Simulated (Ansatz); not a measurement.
Runs of Ansatz 0.2.0 on ZrN. The structure is cubic, space group Fm-3m (No. 225). The conventional cell has a = 4.600 Å, b = 4.600 Å, c = 4.600 Å, α = 90.00°, β = 90.00°, γ = 90.00°. Around Zr (site symmetry m-3m) lie 6 N at 2.30 Å. Around N (site symmetry m-3m) lie 6 Zr at 2.30 Å. 

```tsv
task	level	cell	cutoff (eV)	smearing	gap on the mesh (eV)	pressure (GPa)	relaxed volume (Å³/atom)
relaxation of cell and atoms	PBEsol+D4	relaxed	-	fermi-dirac 0.05 eV	-	0.0	11.68
relaxation of cell and atoms	PBEsol+D3(BJ)	relaxed	-	fermi-dirac 0.05 eV	-	0.0	11.54
single point	PBE	as given	281	gaussian 0.028 eV	none	-0.8	-
relaxation of cell and atoms	PBE	relaxed	-	fermi-dirac 0.05 eV	-	0.0	(a)
single point	PBE	as given	281	gaussian 0.011 eV	none	-0.8	-
```

Alike in all rows: potentials or basis all-electron LAPW, scalar-relativistic; no spin polarisation; k mesh 10 × 10 × 10; basis error allowed 0.001 eV/atom.

Question: Estimate the missing entries.

Answer: (a) 12.13.

A k mesh can miss the band edges, and the runs leave out spin-orbit coupling on Zr.

A gap of «none» marks a metal or a gap under the smearing width.
